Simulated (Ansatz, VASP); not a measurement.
This is a calculation of Ga for Ansatz 0.2.0.

input.yaml

```yaml
crystal:
  lattice:
    - [2.7784220849, 0.0, 0.0]
    - [0.0, 3.28160879, 0.0]
    - [-1.3434310986, 0.0, 3.9902731763]
  atoms:
    - { symbol: Ga, position: [0.131356, 0.747603, 0.767233] }
    - { symbol: Ga, position: [0.85768, 0.25727, 0.22752] }
hamiltonian:
  xc: pbe
  pseudopotentials: { kind: paw }
kpoints:
  mp_grid: { grid: [10, 8, 7] }
scf:
  occupations: { method: fermi_dirac, width: 0.05 }
output:
  forces: true
  stress: true
  eigenvalues: true
```

Potentials or basis: Ansatz PAW.

Launch:

```console
$ ansatz run input.yaml --threads 2 --pin off --max-ram 5120MiB --backend cpu --events-out ev --progress --plain --runs-dir out
```

Task: Translate it to VASP 6.6.1. Potentials there: VASP PAW PBE potentials, release 64 (Ga_d).

Result: As run (the cutoff follows the program's own potentials):

INCAR

```
PREC = Accurate ; ENCUT = 520
EDIFF = 1E-7 ; ISMEAR = -1
SIGMA = 0.05 ; LREAL = F
LASPH = T ; NELM = 100
ALGO = Normal ; ISIF = 2
LWAVE = F ; LCHARG = T
GGA = PE ; LELF = T
LVHAR = T ; NBANDS = 20
```

KPOINTS

```
Automatic mesh
0
Gamma
  10 8 7
```

Contents of POSCAR:

```
Ga
1.0
    2.7784220849      0.0000000000      0.0000000000
    0.0000000000      3.2816087900      0.0000000000
   -1.3434310986      0.0000000000      3.9902731763
Ga
2
Direct
    0.1313560000      0.7476030000      0.7672330000
    0.8576800000      0.2572700000      0.2275200000
```

Potentials or basis: VASP PAW PBE potentials, release 64 (Ga_d).

Run with:

```sh
$ cat potpaw_PBE.64/Ga_d/POTCAR > POTCAR
$ mpirun -np 1 vasp_std > vasp.out
```

Both were run:

|  | VASP | Ansatz | Ansatz less VASP |
| --- | --- | --- | --- |
| gap on the k mesh at the Fermi level (eV) | none | none | - |
| pressure (GPa) | 3.2 | 3.1 | -0.14 |
| largest component of the traceless stress (GPa) | 1.19 | 1.16 | -0.030 |
| rms of the force components (eV/Å) | 0.057 | 0.056 | -0.0006 |

Atom by atom the forces differ by 0.001 eV/Å (rms over components). A gap of «none» marks a metal or a gap that the smearing closes.
